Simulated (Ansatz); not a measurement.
# Photoemission of C(111) with OH on 50 % of the top atoms and H on the rest, part 4 of 4

Aim: core-level components, unfolded bands and work function of C(111) with OH on 50 % of the top atoms and H on the rest.

Ansatz 0.2.0; DFT, PBE, plane-wave PAW, default files, scalar-relativistic.

So far, gap on the k-mesh (eV): step 2 (relaxation) 2.84; step 3 (bands by layer) 2.84.

**4. Core holes**

XPS shifts tell sites apart. Each chosen atom gets a core hole in a self-consistent pass of its own.

Contents of input.yaml:

```yaml
crystal:
  lattice:
    - [5.044499777, 0.0, 0.0]
    - [2.5222498885, 4.3686649563, 0.0]
    - [0.0, 0.0, 21.5136689229]
  atoms:
    - { symbol: H, position: [0.1695460215, 0.009906898, 0.6748940918] }
    - { symbol: H, position: [0.6695460215, 0.009906898, 0.6748940918] }
    - { symbol: O, position: [-0.00844508, -0.0043483089, 0.659443677] }
    - { symbol: O_h, position: [0.49155492, -0.0043483089, 0.659443677] }
    - { symbol: H, position: [0.0015923611, 0.4982337475, 0.6426036704] }
    - { symbol: H, position: [0.5015923611, 0.4982337475, 0.6426036704] }
    - { symbol: C_h, position: [6.69022e-05, -0.0002376919, 0.592436815] }
    - { symbol: C, position: [0.5000669022, -0.0002376919, 0.592436815] }
    - { symbol: C, position: [0.0007000739, 0.4987047084, 0.5916142129] }
    - { symbol: C_h, position: [0.5007000739, 0.4987047084, 0.5916142129] }
    - { symbol: C_h, position: [0.8331824445, 0.3337221945, 0.5686117871] }
    - { symbol: C, position: [0.3331824445, 0.3337221945, 0.5686117871] }
    - { symbol: C, position: [0.8340140598, 0.8319928563, 0.5689830947] }
    - { symbol: C, position: [0.3340140598, 0.8319928563, 0.5689830947] }
    - { symbol: C, position: [0.8337395416, 0.3325337402, 0.4966536452] }
    - { symbol: C, position: [0.3337395416, 0.3325337402, 0.4966536452] }
    - { symbol: C, position: [0.832942564, 0.8340311113, 0.4967684285] }
    - { symbol: C, position: [0.332942564, 0.8340311113, 0.4967684285] }
    - { symbol: C_h, position: [0.1666526881, 0.1666949194, 0.4726516449] }
    - { symbol: C, position: [0.6666526881, 0.1666949194, 0.4726516449] }
    - { symbol: C, position: [0.1666880098, 0.6665980413, 0.4728749718] }
    - { symbol: C, position: [0.6666880098, 0.6665980413, 0.4728749718] }
    - { symbol: C, position: [0.166666667, 0.166666667, 0.400901033] }
    - { symbol: C, position: [0.666666667, 0.166666667, 0.400901033] }
    - { symbol: C, position: [0.166666667, 0.666666667, 0.400901033] }
    - { symbol: C, position: [0.666666667, 0.666666667, 0.400901033] }
    - { symbol: C, position: [0.0, 0.0, 0.376969639] }
    - { symbol: C, position: [0.5, 0.0, 0.376969639] }
    - { symbol: C, position: [0.0, 0.5, 0.376969639] }
    - { symbol: C, position: [0.5, 0.5, 0.376969639] }
    - { symbol: H, position: [0.0, 0.0, 0.325374534] }
    - { symbol: H, position: [0.5, 0.0, 0.325374534] }
    - { symbol: H, position: [0.0, 0.5, 0.325374534] }
    - { symbol: H, position: [0.5, 0.5, 0.325374534] }
kpoints:
  mp_grid: { grid: [6, 6, 1] }
scf:
  occupations: { method: fermi_dirac, width: 0.02 }
  n_extra_bands: 24
hamiltonian:
  xc: pbe
  pseudopotentials: { kind: paw }
output:
  forces: true
  write_potential: true
  volumetric_format: []
  core_levels:
    shells: { O_h: "1s", C_h: "1s" }
    counted_from: conduction_bottom
    add_spin: false
efield:
  axis: 3
  dipole_correction: true
```

The run is started by

```
> ansatz run input.yaml --threads 4 --pin off --max-ram 11264MiB --backend cpu --events-out ev --progress --plain --runs-dir out
```

Numbers of over 12 decimals in the logs are rounded to 6 here.

The log of the run:

```text
[...]
Crystal: 34 atoms, lattice volume = 474.112 Å³
Basis set: ecut = 420 eV, 9317 PW (Γ), exchange–correlation on 72×72×288 points (8 copies of the dense FFT grid, shifted against one another)
Bands: 82, of which v1, the nominal top of the filled ones, is band 58 counted from 1 (57 counted from 0)
Symmetry: 1 space group operations
[...]
k-points: 20 of 36 (time reversal used)
[...]
SCF iter   1: F=—  HF=-7282.214191 eV  |F-HF|=—  |Δ(HF+E_count)|=         —  Δρ=3.39e-3  dr2=1.88e-1  ethr=1.77e-3  p=-0.008 e·Å  D=-3.04e-3 V/Å  ΔV_dip=0.07 eV  dr2_dipole=5.46e-2  V_vac-E_F(+/−)=3.01/2.94 eV  ⟨swp⟩=15.6  Hψ=13338  notcnv=0  defer=168
[...]
SCF iter   8: F=-7282.175016 eV  HF=-7282.175016 eV  |F-HF|=2.00e-9  |Δ(HF+E_count)|=   6.45e-8  Δρ=2.67e-6  dr2=2.56e-8  ethr=8.62e-11  p=-0.125 e·Å  D=-4.76e-2 V/Å  ΔV_dip=1.03 eV  dr2_dipole=1.33e-10  V_vac-E_F(+/−)=3.24/2.22 eV  ⟨swp⟩=30.6  Hψ=18997  notcnv=0
SCF 1 converged in 8 iterations: F = -7282.175016 eV  dr2 = 2.56e-8
[...]
── core hole 1/5: 1s of O_h 3 ──
── 1s of O_h 3: 533.952 eV over the cell without the hole, in 18 iterations ──
── core hole 2/5: 1s of C_h 6 ──
── 1s of C_h 6: 288.251 eV over the cell without the hole, in 18 iterations ──
── core hole 3/5: 1s of C_h 9 ──
── 1s of C_h 9: 287.107 eV over the cell without the hole, in 23 iterations ──
── core hole 4/5: 1s of C_h 10 ──
── 1s of C_h 10: 287.442 eV over the cell without the hole, in 14 iterations ──
── core hole 5/5: 1s of C_h 18 ──
── 1s of C_h 18: 287.371 eV over the cell without the hole, in 16 iterations ──
SCF converged after 8 iterations
Free energy (F): -7282.175016 eV
[...]
Internal energy: -7282.175016 eV  (E = F + TS)
E sigma→0 (E₀):  -7282.175016 eV
Fermi energy:    2.794746 eV
Dipole field:    D = -0.047656 V/Å  (p = -0.124865 e·Å, saw-weighted, corrected)
Work function:   Φ+ = 3.2410 eV   Φ− = 2.2158 eV
[...]
--- Forces (eV/Å), atoms counted from 1 ---
  atom   1  H      -0.01098206     0.00032194     0.00483962
  atom   2  H      -0.01098326     0.00032168     0.00483888
  atom   3  O       0.01753804    -0.00540051     0.01502302
  atom   4  O_h     0.01754103    -0.00540014     0.01502178
  atom   5  H      -0.00005089     0.00230958    -0.00098852
  atom   6  H      -0.00005085     0.00230959    -0.00098859
  atom   7  C_h    -0.01078744    -0.00381244     0.00184282
  atom   8  C      -0.01078786    -0.00381230     0.00184246
  atom   9  C      -0.00102524     0.00581317    -0.00284715
  atom  10  C_h    -0.00102528     0.00581321    -0.00284720
  atom  11  C_h     0.00257056    -0.01417863    -0.00994355
  atom  12  C       0.00257068    -0.01417821    -0.00994312
  atom  13  C       0.00115402     0.00944989    -0.00521131
  atom  14  C       0.00115302     0.00944993    -0.00521129
  atom  15  C       0.00292605     0.01546409    -0.01094872
  atom  16  C       0.00292616     0.01546403    -0.01094885
  atom  17  C      -0.00098852    -0.01010877     0.00238028
  atom  18  C      -0.00098853    -0.01010884     0.00238031
  atom  19  C_h    -0.00000877    -0.00329328     0.01843045
  atom  20  C      -0.00000851    -0.00329335     0.01843046
  atom  21  C      -0.00047417     0.00364761    -0.01226569
  atom  22  C      -0.00047410     0.00364744    -0.01226552
  atom  23  C       0.00071883    -0.01858391    -0.92855365
  atom  24  C       0.00071914    -0.01858394    -0.92855349
  atom  25  C      -0.00079018     0.01742830    -0.84768480
  atom  26  C      -0.00079009     0.01742824    -0.84768483
  atom  27  C      -0.00002865     0.00092423     0.76187618
  atom  28  C      -0.00002869     0.00092419     0.76187618
  atom  29  C       0.00023042    -0.00031511     0.78806575
  atom  30  C       0.00023030    -0.00031514     0.78806577
  atom  31  H       0.00006073    -0.00115966     0.11202697
  atom  32  H       0.00006079    -0.00115963     0.11202668
  atom  33  H      -0.00003906     0.00149044     0.11401163
  atom  34  H      -0.00003912     0.00149041     0.11401148
  max |Σ_I F_I| component: 1.04e-4 eV/Å
--- Band table (eV; the first three rows and the last of 20) ---
  k-point 0: bands = [... 54 lower, 0.3628, 0.3873, 1.3543, 1.3693, 4.2125, 5.1840, 5.7037, 6.7256, ... 20 higher]
  k-point 1: bands = [... 54 lower, -0.2096, 0.1033, 0.6689, 1.1163, 4.3774, 5.3622, 5.8995, 6.6290, ... 20 higher]
  k-point 2: bands = [... 54 lower, -0.5796, -0.4981, -0.2036, 0.4928, 4.8609, 5.8119, 6.4243, 6.5490, ... 20 higher]
  k-point 19: bands = [... 54 lower, -0.6370, -0.6370, -0.1837, -0.1837, 5.6179, 5.6179, 6.7926, 6.7926, ... 20 higher]
--- Core levels from the conduction bottom, as differences alone (as output.core_levels.counted_from types it; a hole's nearest image at 5.0 Å) ---
  the holes have no spin, as output.core_levels.add_spin types it
  atom         alike  shell      binding/eV   shift/eV difference/eV images/eV   SCF
  O_h 3            1     1s               –     +0.000       533.952         –    18
  C_h 6            1     1s               –     +0.000       288.251         –    18
  C_h 9            1     1s               –     -1.144       287.107         –    23
  C_h 10           1     1s               –     -0.810       287.442         –    14
  C_h 18           1     1s               –     -0.880       287.371         –    16
  the dataset of O_h with a 1s hole: scattering error 0.001 eV (0.001 eV in the local channel); free atom: scalar-relativistic, large and small components
  the dataset of C_h with a 1s hole: scattering error 0.003 eV (0.001 eV in the local channel); free atom: scalar-relativistic, large and small components
```

Elapsed: 5.6 min, on 4 threads of Arm Neoverse V1, shared host; peak memory 1.4 GiB.

This step gave:

```yaml
symmetry_operations: 1
```

Each level is the free energy with the hole less that without it. The electron stays in the lowest empty state, so these are excitation energies, not binding energies. The hole's nearest image is 5.0 Å away, and the holes carry no spin, so absolute levels are rough.

```
atom     region  shell  level (eV)  shift (eV)  j lines (eV)  doubts
  O4  adsorbate     1s      533.95           -             -       -
  C7    layer 1     1s      288.25       +0.88             -       -
 C10    layer 1     1s      287.11       -0.26             -       -
 C11    layer 2     1s      287.44       +0.07             -       -
 C19     middle     1s      287.37       +0.00             -       -
```

Shifts count from the last listed atom of each element. With the electron kept in the cell, its attraction to the hole differs by site and enters these shifts.

The C 1s lines of the listed atoms alone (other atoms of the cell aren't counted), as Gaussians 0.8 eV wide, no depth weighting. Table of intensity by C 1s level; read off at these points:

| C 1s level (eV) | intensity (%) |
| --- | --- |
| 285.80 | 0.0232 |
| 286.00 | 0.194 |
| 286.20 | 1.16 |
| 286.40 | 5.07 |
| 286.60 | 16.3 |
| 286.80 | 38.8 |
| 287.00 | 69.7 |
| 287.20 | 94.8 |
| 287.32 | 100.0 |
| 287.40 | 98.2 |
| 287.60 | 79.4 |
| 287.80 | 56.4 |
| 288.00 | 44.4 |
| 288.20 | 40.7 |
| 288.40 | 33.9 |
| 288.60 | 21.5 |
| 288.80 | 9.82 |
| 289.00 | 3.19 |
| 289.20 | 0.733 |
| 289.40 | 0.119 |
| 289.60 | 0.0137 |

**5. Outcome**

```yaml
ionisation_potential: 4.67 eV (upper face; lower face 3.64 eV)
electron_affinity_kohn_sham: 1.82 eV (slab's lowest empty level against the upper vacuum)
c_core_shifts_among_the_listed_atoms_from_the_last_listed_one: -0.26 to +0.88 eV
```

The valence top of C(111) with OH on 50 % of the top atoms and H on the rest lies 4.67 eV (upper face; lower face 3.64 eV) below the vacuum and the lowest empty level 1.82 eV below the vacuum of the upper face. That empty level sits on the lower face (86 % of its weight), so it is a surface level and no edge of the bulk's conduction band; it lies 0.80 eV below the vacuum of that face. These regions are too coarse for a count of the upper face's surface states. The upper face's value lies 1.02 eV above that of the hydrogen-covered lower face; the difference is the dipole step of the groups. Core shifts: C -0.26 to +0.88 eV. Among the sites run, the most bound C 1s level is that of C7 (layer 1), bonded to 3 C and 1 O; the least bound, 1.14 eV shallower, that of C10 (layer 1), bonded to 3 C and 1 H. That is the order that electronegative neighbours give as a rule, though screening of the hole enters too. These are excitation energies with the electron kept in the cell, so its attraction to the hole, which differs by site, enters the order. At 21.2 eV the valence spectrum has its highest listed peaks within 10.8 eV at 1.9 eV (O 2p), 2.9 eV (C 2p), 4.6 eV (C 2p) and 10.3 eV (C 2p). At 1486.7 eV the valence spectrum has its highest listed peaks within 23.4 eV at 5.9 eV (mixed, C 2s leading), 10.9 eV (C 2s), 14.7 eV (C 2s), 15.5 eV (C 2s) and 21.1 eV (O 2s). The shell named is the one with most of the intensity, cross sections included, not always the one with most states there. In the main run, from 1486.7 eV towards hard X-rays the C 2s share grows by 9 points, as its cross section falls more slowly with photon energy than those of the shells it gains on. The slab's own atoms span 4.6 Å, so bulk bands appear as a few quantum-well levels, and states of the two faces can mix. The affinity uses the Kohn–Sham gap, which is too small, so the true affinity is lower and the true ionisation potential usually higher.

[Logs are printed without paths, hosts, clocks, repeated set-up lines and the standing remarks that a program may print on its own settings, such as how far it seeks lower states.]

[Hosts, paths, dates, database ids (printed as entryN), source tags and the programs' standing remarks are cut or masked in the printed files.]

[Maps of the electrostatic potential energy from Ansatz leave out the sawtooth potential of an applied field or a dipole correction, so their vacuum need not be flat; work functions include it.]
